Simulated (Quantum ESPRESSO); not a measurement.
# PbO (Litharge) (P4/nmm) in Quantum ESPRESSO: settings compared

The runs below take PbO (Litharge) through dielectric tensor, with LDA, PBE, PBEsol, WC, BLYP.

Everything below comes from runs of Quantum ESPRESSO 7.5. Logs are shortened: lines on timing, memory, paths and dates and some standing lists are left out, and cuts for length are marked.

**1. The crystal as given**

The structure is tetragonal, space group P4/nmm (No. 129). The conventional cell has a = 3.990 Å, b = 3.990 Å, c = 5.010 Å, α = 90.00°, β = 90.00°, γ = 90.00°. Around Pb (site symmetry 4mm) lie 4 O at 2.33 Å. O (site symmetry -4m2) is surrounded by 4 Pb at 2.33 Å.

**2. Dielectric tensor, LDA**

The input, pw.in:

```
&CONTROL
  calculation = 'scf'
  prefix = 'pwscf'
  outdir = './tmp'
  pseudo_dir = './pseudo'
  tprnfor = .true.
  tstress = .true.
  disk_io = 'low'
/
&SYSTEM
  ibrav = 0
  celldm(1) = 8
  nat = 4
  ntyp = 2
  ecutwfc = 45
  ecutrho = 360
  nbnd = 28
  occupations = 'smearing'
  smearing = 'fd'
  degauss = 0.00367493
/
&ELECTRONS
  conv_thr = 8d-10
  electron_maxstep = 120
  mixing_beta = 0.5
/
ATOMIC_SPECIES
Pb   207.2000 pb_lda_v1.uspp.F.UPF
O     15.9990 o_lda_v1.2.uspp.F.UPF
CELL_PARAMETERS alat
  0.9425009046571   0.0000000000000   0.0000000000000
  0.0000000000000   0.9425009046571   0.0000000000000
  0.0000000000000   0.0000000000000   1.1834409855469
ATOMIC_POSITIONS crystal
Pb     0.5000000000    0.0000000000    0.7600000000
Pb     0.0000000000    0.5000000000    0.2400000000
O      0.5000000000    0.5000000000    0.0000000000
O      0.0000000000    0.0000000000    0.0000000000
K_POINTS automatic
6 6 4 1 1 1
```

The input, scf2.in:

```
&CONTROL
  calculation = 'scf'
  prefix = 'pwscf'
  outdir = './tmp'
  pseudo_dir = './pseudo'
  tprnfor = .true.
  tstress = .true.
  disk_io = 'low'
/
&SYSTEM
  ibrav = 0
  celldm(1) = 8
  nat = 4
  ntyp = 2
  ecutwfc = 45
  ecutrho = 360
  nbnd = 28
  occupations = 'fixed'
/
&ELECTRONS
  conv_thr = 1d-13
  electron_maxstep = 120
  mixing_beta = 0.5
  startingpot = 'file'
  startingwfc = 'file'
/
ATOMIC_SPECIES
Pb   207.2000 pb_lda_v1.uspp.F.UPF
O     15.9990 o_lda_v1.2.uspp.F.UPF
CELL_PARAMETERS alat
  0.9425009046571   0.0000000000000   0.0000000000000
  0.0000000000000   0.9425009046571   0.0000000000000
  0.0000000000000   0.0000000000000   1.1834409855469
ATOMIC_POSITIONS crystal
Pb     0.5000000000    0.0000000000    0.7600000000
Pb     0.0000000000    0.5000000000    0.2400000000
O      0.5000000000    0.5000000000    0.0000000000
O      0.0000000000    0.0000000000    0.0000000000
K_POINTS automatic
6 6 4 1 1 1
```

The input, ph.in:

```
dielectric of PbO
&INPUTPH
  prefix = 'pwscf'
  outdir = './tmp'
  tr2_ph = 1d-18
  fildyn = 'dyn'
  niter_ph = 90
  alpha_mix(1) = 0.7
  epsil = .true.
  trans = .false.
  zeu = .true.
/
0.0000000000 0.0000000000 0.0000000000
```

Potentials or basis: GBRV 1.5 LDA.

Launch:

```bash
> OMP_NUM_THREADS=1 pw.x -in pw.in > pw.out
> OMP_NUM_THREADS=1 pw.x -in scf2.in > scf2.out
> OMP_NUM_THREADS=1 ph.x -in ph.in > ph.out
```

pw.out:

```text
This program is part of the open-source Quantum ESPRESSO suite
     for quantum simulation of materials; please cite
[... 9 lines left out ...]
     --------------------
     sticks:   dense  smooth     PW     G-vecs:    dense   smooth      PW
     Sum        1617     805    241                62081    21877    3485

     Using Slab Decomposition

     bravais-lattice index     =            0
     lattice parameter (alat)  =       8.0000  a.u.
     unit-cell volume          =     538.2451 (a.u.)^3
     number of atoms/cell      =            4
     number of atomic types    =            2
     number of electrons       =        40.00
     number of Kohn-Sham states=           28
     kinetic-energy cutoff     =      45.0000  Ry
     charge density cutoff     =     360.0000  Ry
     scf convergence threshold =      8.0E-10
     mixing beta               =       0.5000
     number of iterations used =            8  plain     mixing
     Exchange-correlation= SLA  PZ   NOGX NOGC
                           (   1   1   0   0   0   0   0)

     celldm(1)=   8.000000  celldm(2)=   0.000000  celldm(3)=   0.000000
     celldm(4)=   0.000000  celldm(5)=   0.000000  celldm(6)=   0.000000

     crystal axes: (cart. coord. in units of alat)
               a(1) = (   0.942501   0.000000   0.000000 )
               a(2) = (   0.000000   0.942501   0.000000 )
               a(3) = (   0.000000   0.000000   1.183441 )

     reciprocal axes: (cart. coord. in units 2 pi/alat)
               b(1) = (  1.061007  0.000000  0.000000 )
               b(2) = (  0.000000  1.061007  0.000000 )
               b(3) = (  0.000000  0.000000  0.844994 )

     PseudoPot. # 1 for Pb read from file:
     pb_lda_v1.uspp.F.UPF
     Pseudo is Ultrasoft + core correction, Zval = 14.0
     Generated by new atomic code, or converted to UPF format
     Using radial grid of  899 points,  6 beta functions with:
                l(1) =   0
                l(2) =   0
                l(3) =   1
                l(4) =   1
                l(5) =   2
                l(6) =   2
     Q(r) pseudized with  6 coefficients,  rinner =    1.000   1.000   1.000
                                                       1.000   1.000

     PseudoPot. # 2 for O  read from file:
     o_lda_v1.2.uspp.F.UPF
     Pseudo is Ultrasoft + core correction, Zval =  6.0
     Generated by new atomic code, or converted to UPF format
     Using radial grid of  737 points,  5 beta functions with:
                l(1) =   0
                l(2) =   0
                l(3) =   1
                l(4) =   1
                l(5) =   2
     Q(r) pseudized with  8 coefficients,  rinner =    0.900   0.900   0.900
                                                       0.900   0.900

     atomic species   valence    mass     pseudopotential
     Pb               14.00   207.20000     Pb( 1.00)
     O                 6.00    15.99900     O ( 1.00)

     16 Sym. Ops., with inversion, found ( 8 have fractional translation)

   Cartesian axes

     site n.     atom                  positions (alat units)
         1        Pb     tau(   1) = (   0.4712505   0.0000000   0.8994151  )
         2        Pb     tau(   2) = (   0.0000000   0.4712505   0.2840258  )
         3        O      tau(   3) = (   0.4712505   0.4712505   0.0000000  )
         4        O      tau(   4) = (   0.0000000   0.0000000   0.0000000  )

     number of k points=    12  Fermi-Dirac smearing, width (Ry)=  0.0037
                       cart. coord. in units 2pi/alat
        k(    1) = (   0.0884172   0.0884172   0.1056242), wk =   0.1111111
        k(    2) = (   0.0884172   0.0884172   0.3168726), wk =   0.1111111
        k(    3) = (   0.0884172   0.2652517   0.1056242), wk =   0.2222222
        k(    4) = (   0.0884172   0.2652517   0.3168726), wk =   0.2222222
        k(    5) = (   0.0884172   0.4420862   0.1056242), wk =   0.2222222
        k(    6) = (   0.0884172   0.4420862   0.3168726), wk =   0.2222222
        k(    7) = (   0.2652517   0.2652517   0.1056242), wk =   0.1111111
        k(    8) = (   0.2652517   0.2652517   0.3168726), wk =   0.1111111
        k(    9) = (   0.2652517   0.4420862   0.1056242), wk =   0.2222222
        k(   10) = (   0.2652517   0.4420862   0.3168726), wk =   0.2222222
        k(   11) = (   0.4420862   0.4420862   0.1056242), wk =   0.1111111
        k(   12) = (   0.4420862   0.4420862   0.3168726), wk =   0.1111111

     Dense  grid:    62081 G-vectors     FFT dimensions: (  48,  48,  60)

     Smooth grid:    21877 G-vectors     FFT dimensions: (  36,  36,  45)

     Check: negative core charge=   -0.000003

     Initial potential from superposition of free atoms

     starting charge      39.9964, renormalised to      40.0000

     negative rho (up, down):  3.211E-02 0.000E+00
     Starting wfcs are   26 randomized atomic wfcs +    2 random wfcs

     Self-consistent Calculation

     iteration #  1     ecut=    45.00 Ry     beta= 0.50
     Davidson diagonalization with overlap
     ethr =  1.00E-02,  avg # of iterations =  5.2

     negative rho (up, down):  3.039E-02 0.000E+00

     total energy              =    -392.09312701 Ry
     estimated scf accuracy    <       1.34802008 Ry

     iteration #  2     ecut=    45.00 Ry     beta= 0.50
     Davidson diagonalization with overlap
     ethr =  3.37E-03,  avg # of iterations =  2.2

     negative rho (up, down):  3.173E-02 0.000E+00

     total energy              =    -392.23712503 Ry
     estimated scf accuracy    <       2.31086857 Ry

     iteration #  3     ecut=    45.00 Ry     beta= 0.50
     Davidson diagonalization with overlap
     ethr =  3.37E-03,  avg # of iterations =  2.0

     negative rho (up, down):  3.165E-02 0.000E+00

     total energy              =    -392.66070531 Ry
     estimated scf accuracy    <       0.04587291 Ry

     iteration #  4     ecut=    45.00 Ry     beta= 0.50
     Davidson diagonalization with overlap
     ethr =  1.15E-04,  avg # of iterations =  1.2

     negative rho (up, down):  3.172E-02 0.000E+00

     total energy              =    -392.66294465 Ry
     estimated scf accuracy    <       0.00451688 Ry

     iteration #  5     ecut=    45.00 Ry     beta= 0.50
     Davidson diagonalization with overlap
     ethr =  1.13E-05,  avg # of iterations =  2.8

     negative rho (up, down):  3.174E-02 0.000E+00

     total energy              =    -392.66382794 Ry
     estimated scf accuracy    <       0.00120149 Ry

     iteration #  6     ecut=    45.00 Ry     beta= 0.50
     Davidson diagonalization with overlap
     c_bands:  1 eigenvalues not converged
     c_bands:  2 eigenvalues not converged
     ethr =  3.00E-06,  avg # of iterations =  6.3

     negative rho (up, down):  3.178E-02 0.000E+00

     total energy              =    -392.66413488 Ry
     estimated scf accuracy    <       0.00004075 Ry

     iteration #  7     ecut=    45.00 Ry     beta= 0.50
     Davidson diagonalization with overlap
     c_bands:  1 eigenvalues not converged
     c_bands:  2 eigenvalues not converged
     ethr =  1.02E-07,  avg # of iterations = 11.5

     negative rho (up, down):  3.191E-02 0.000E+00

     total energy              =    -392.66416814 Ry
     estimated scf accuracy    <       0.00014662 Ry

     iteration #  8     ecut=    45.00 Ry     beta= 0.50
     Davidson diagonalization with overlap
     ethr =  1.02E-07,  avg # of iterations =  2.8

     negative rho (up, down):  3.190E-02 0.000E+00

     total energy              =    -392.66419205 Ry
     estimated scf accuracy    <       0.00000186 Ry

     iteration #  9     ecut=    45.00 Ry     beta= 0.50
     Davidson diagonalization with overlap
     c_bands:  1 eigenvalues not converged
     ethr =  4.64E-09,  avg # of iterations =  9.9

     negative rho (up, down):  3.192E-02 0.000E+00

     total energy              =    -392.66419309 Ry
     estimated scf accuracy    <       0.00000040 Ry

     iteration # 10     ecut=    45.00 Ry     beta= 0.50
     Davidson diagonalization with overlap
     ethr =  9.96E-10,  avg # of iterations =  3.9

     negative rho (up, down):  3.193E-02 0.000E+00

     total energy              =    -392.66419313 Ry
     estimated scf accuracy    <       0.00000011 Ry

     iteration # 11     ecut=    45.00 Ry     beta= 0.50
     Davidson diagonalization with overlap
     ethr =  2.82E-10,  avg # of iterations =  4.8

     negative rho (up, down):  3.193E-02 0.000E+00

     total energy              =    -392.66419319 Ry
     estimated scf accuracy    <       0.00000004 Ry

     iteration # 12     ecut=    45.00 Ry     beta= 0.50
     Davidson diagonalization with overlap
     ethr =  8.86E-11,  avg # of iterations =  1.8

     negative rho (up, down):  3.193E-02 0.000E+00

     total energy              =    -392.66419319 Ry
     estimated scf accuracy    <          6.3E-09 Ry

     iteration # 13     ecut=    45.00 Ry     beta= 0.50
     Davidson diagonalization with overlap
     ethr =  1.58E-11,  avg # of iterations =  5.5

     negative rho (up, down):  3.193E-02 0.000E+00

     End of self-consistent calculation

          k = 0.0884 0.0884 0.1056 (  2720 PWs)   bands (ev):

    -9.6501  -9.1998  -7.5807  -7.5686  -7.5084  -7.5073  -7.4289  -7.3784
    -7.3644  -7.3409  -7.3133  -5.9169   0.5805   2.0492   4.0936   4.2771
     6.4050   6.4103   6.8576   8.1989  10.8789  12.6569  12.9690  14.2211
    14.9200  15.1749  16.0347  16.7577

          k = 0.0884 0.0884 0.3169 (  2748 PWs)   bands (ev):

    -9.6339  -9.1883  -7.5430  -7.5405  -7.5256  -7.4739  -7.4290  -7.4128
    -7.3955  -7.3568  -7.3224  -5.9069  -0.2296   3.2983   4.1282   4.4033
     6.3299   6.6489   6.8573   7.6188  10.5112  11.3899  12.2246  13.8285
    16.2682  16.3230  16.7381  17.0356

          k = 0.0884 0.2653 0.1056 (  2738 PWs)   bands (ev):

    -9.5550  -9.2357  -7.5630  -7.5370  -7.4803  -7.4721  -7.4416  -7.3860
    -7.3725  -7.3458  -7.1670  -6.0750   0.6010   1.7331   4.1775   4.6951
     5.8638   6.0312   6.7269   7.9837  11.5443  11.7665  13.0893  14.1174
    14.8946  15.3102  16.6979  16.7602

          k = 0.0884 0.2653 0.3169 (  2745 PWs)   bands (ev):

    -9.5515  -9.2320  -7.5483  -7.5209  -7.4953  -7.4668  -7.4429  -7.3996
    -7.3712  -7.3417  -7.1564  -6.0627   0.0135   2.4305   3.9227   4.7946
     5.8165   6.4960   6.8901   7.5883  10.6947  11.4560  12.5669  15.0412
    15.1872  15.9289  16.7495  16.7599

          k = 0.0884 0.4421 0.1056 (  2732 PWs)   bands (ev):

    -9.4264  -9.3138  -7.5268  -7.5020  -7.4844  -7.4650  -7.4127  -7.3887
    -7.3682  -7.3624  -6.8437  -6.4166   0.7705   1.2218   4.5683   5.2056
     5.3492   5.8256   6.5208   7.1961  11.3438  11.6876  13.8434  14.4231
    15.0625  15.4097  16.7610  17.2134

          k = 0.0884 0.4421 0.3169 (  2740 PWs)   bands (ev):

    -9.4342  -9.3200  -7.5480  -7.5279  -7.4870  -7.4705  -7.3895  -7.3731
    -7.3469  -7.3357  -6.8228  -6.3982   0.5222   1.3654   4.1730   4.9529
     5.3597   6.0005   7.0447   7.3344  11.0181  11.6920  13.4845  14.6806
    15.1606  15.7084  16.7558  16.7602

          k = 0.2653 0.2653 0.1056 (  2738 PWs)   bands (ev):

    -9.4867  -9.2615  -7.5434  -7.5028  -7.4590  -7.4563  -7.4349  -7.3800
    -7.3604  -7.3515  -7.0398  -6.1664   0.4468   1.3420   4.0581   5.3728
     5.6291   5.7221   7.1150   7.6998  11.3674  11.4799  12.5419  13.8101
    15.4433  15.5530  16.7582  17.1565

          k = 0.2653 0.2653 0.3169 (  2747 PWs)   bands (ev):

    -9.4885  -9.2594  -7.5330  -7.5052  -7.4671  -7.4463  -7.4148  -7.4015
    -7.3997  -7.3527  -6.9837  -6.1415   0.0959   1.7503   3.5608   5.3227
     5.5909   6.5460   7.1185   7.3186  10.8201  11.7991  12.0840  14.4659
    14.9692  15.9083  16.7587  16.7608

          k = 0.2653 0.4421 0.1056 (  2753 PWs)   bands (ev):

    -9.3971  -9.3180  -7.4974  -7.4864  -7.4651  -7.4477  -7.3970  -7.3773
    -7.3533  -7.3500  -6.7563  -6.4082   0.4163   0.7751   4.3971   5.0238
     6.0451   6.1417   6.9927   7.0851  10.7908  10.9466  13.2024  13.8065
    15.5882  16.0095  16.7021  16.7637

          k = 0.2653 0.4421 0.3169 (  2746 PWs)   bands (ev):

    -9.4019  -9.3199  -7.5180  -7.4976  -7.4504  -7.4388  -7.4026  -7.3866
    -7.3688  -7.3563  -6.6919  -6.3623   0.3260   0.9008   3.8479   4.6413
     6.2918   6.6010   6.9073   7.0032  11.1647  11.6288  12.5900  13.5643
    14.8938  15.7435  16.7622  16.7647

          k = 0.4421 0.4421 0.1056 (  2753 PWs)   bands (ev):

    -9.3636  -9.3359  -7.4902  -7.4878  -7.4277  -7.4043  -7.3642  -7.3558
    -7.3466  -7.3425  -6.6023  -6.4594   0.1132   0.2566   4.6423   4.9365
     6.3044   6.7250   6.9797   7.3130   9.9351   9.9852  13.3640  13.6577
    15.6217  15.9319  16.7370  16.8172

          k = 0.4421 0.4421 0.3169 (  2763 PWs)   bands (ev):

    -9.3640  -9.3347  -7.4834  -7.4602  -7.4316  -7.4067  -7.4015  -7.3941
    -7.3773  -7.3709  -6.5128  -6.3824   0.1380   0.3386   4.1575   4.6060
     6.1654   6.4298   7.0461   7.3116  11.1409  11.2104  12.8482  13.8278
    13.8642  14.8894  16.7618  16.7632

     the Fermi energy is     9.0605 ev

!    total energy              =    -392.66419319 Ry
     estimated scf accuracy    <          9.7E-11 Ry
     smearing contrib. (-TS)   =      -0.00000000 Ry
     internal energy E=F+TS    =    -392.66419319 Ry

     The total energy is F=E-TS. E is the sum of the following terms:
     one-electron contribution =    -108.16091358 Ry
     hartree contribution      =      83.24485285 Ry
     xc contribution           =    -140.61012924 Ry
     ewald contribution        =    -227.13800322 Ry

     convergence has been achieved in  13 iterations

     negative rho (up, down):  3.193E-02 0.000E+00

     Forces acting on atoms (cartesian axes, Ry/au):

     atom    1 type  1   force =     0.00000000    0.00000000    0.02424762
     atom    2 type  1   force =     0.00000000    0.00000000   -0.02424762
     atom    3 type  2   force =     0.00000000    0.00000000    0.00000000
     atom    4 type  2   force =     0.00000000    0.00000000    0.00000000

     Total force =     0.034291     Total SCF correction =     0.000039

     Computing stress (Cartesian axis) and pressure

     negative rho (up, down):  3.193E-02 0.000E+00
          total   stress  (Ry/bohr**3)                   (kbar)     P=      -38.98
  -0.00026914   0.00000000   0.00000000          -39.59        0.00        0.00
   0.00000000  -0.00026914   0.00000000            0.00      -39.59        0.00
   0.00000000   0.00000000  -0.00025673            0.00        0.00      -37.77

=------------------------------------------------------------------------------=
   JOB DONE.
=------------------------------------------------------------------------------=
```

Run time: 9.3 min. Hardware: 1 thread of Intel Xeon at 2.50GHz (Skylake/Cascade Lake), shared host; peak memory 0.27 GiB.

What came out:

* Free energy: -5342.4685 eV
* Pressure: -3.9 GPa
* Largest force: 0.623 eV/Å
* Electronic dielectric tensor (diagonal): 6.91, 6.91, 6.31
* Born charges (mean of the diagonal): Pb +2.86; O -2.86 e

Forces on the atoms (eV/Å):
```
Pb   0.000  0.000  0.623
Pb   0.000  0.000 -0.623
O    0.000  0.000  0.000
O    0.000  0.000  0.000
```

Stress tensor (GPa, compression positive):
```
-3.96  0.00  0.00
 0.00 -3.96  0.00
 0.00  0.00 -3.77
```

Levels at points of the mesh, in eV from the valence-band top:
```csv
k point,band 17,band 18,band 19,band 20,band 21,band 22,band 23,band 24
"(0.08, 0.08, 0.12)",-1.79,-1.79,-1.34,0.00,2.68,4.46,4.77,6.02
```

Electronic dielectric tensor:
```
6.91 0.00 0.00
0.00 6.91 0.00
0.00 0.00 6.31
```

Born effective charge tensors (e):
atom 1, Pb
```
3.14 0.00 0.00
0.00 3.14 0.00
0.00 0.00 2.30
```
atom 2, Pb
```
3.14 0.00 0.00
0.00 3.14 0.00
0.00 0.00 2.30
```
atom 3, O
```
-3.14  0.00  0.00
 0.00 -3.14  0.00
 0.00  0.00 -2.30
```
atom 4, O
```
-3.14  0.00  0.00
 0.00 -3.14  0.00
 0.00  0.00 -2.30
```

Caveat: the cell is more than 3 GPa from zero pressure, which shifts response properties.

(Continued in part 2 of 3.)
